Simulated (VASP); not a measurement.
The system is GaAs.

```
As Ga
1.0
     0.00000    2.82685    2.82685
     2.82685    0.00000    2.82685
     2.82685    2.82685    0.00000
As Ga
1 1
Direct
  0.75000 0.75000 0.75000
  0.00000 0.00000 0.00000
```

```yaml
Program: VASP 6.6.1
Task: relaxation of cell and atoms
Functional: PBE
Potentials_or_basis: VASP PAW PBE potentials, release 64 (As, Ga_d)
Cutoff: 600 eV
k_mesh: 8 × 8 × 8
Occupations: fermi-dirac, width 0.05 eV
Spin: no spin polarisation
```

At the start: pressure 3.4 GPa; volume 22.59 Å³/atom.

Where does the relaxation end?

Over 9 steps the energy falls by 12.0 meV/atom and the volume is 23.76 Å³/atom (+5.2 %); space group F-43m (No. 216, to 0.05 Å).

Step by step:
| step | energy change (eV) | largest force (eV/Å) | pressure (GPa) | volume (Å³) |
| --- | --- | --- | --- | --- |
| 1 | 0.0000 | 0.0000 | 3.43 | 45.18 |
| 2 | -0.0211 | 0.0000 | -0.98 | 48.42 |
| 3 | -0.0240 | 0.0000 | 0.08 | 47.54 |
| 4 | -0.0240 | 0.0000 | -0.10 | 47.61 |
| 5 | -0.0240 | 0.0000 | 0.03 | 47.51 |
| 6 | -0.0240 | 0.0000 | -0.06 | 47.54 |
| 7 | -0.0240 | 0.0000 | 0.05 | 47.52 |
| 8 | -0.0240 | 0.0000 | -0.06 | 47.53 |
| 9 | -0.0240 | 0.0000 | -0.02 | 47.53 |

Final structure:
```yaml
crystal:
  lattice:
    - [0.00000, 2.87499, 2.87499]
    - [2.87499, 0.00000, 2.87499]
    - [2.87499, 2.87499, 0.00000]
  atoms:
    - { symbol: As, position: [0.75000, 0.75000, 0.75000] }
    - { symbol: Ga, position: [0.00000, 0.00000, 0.00000] }
```
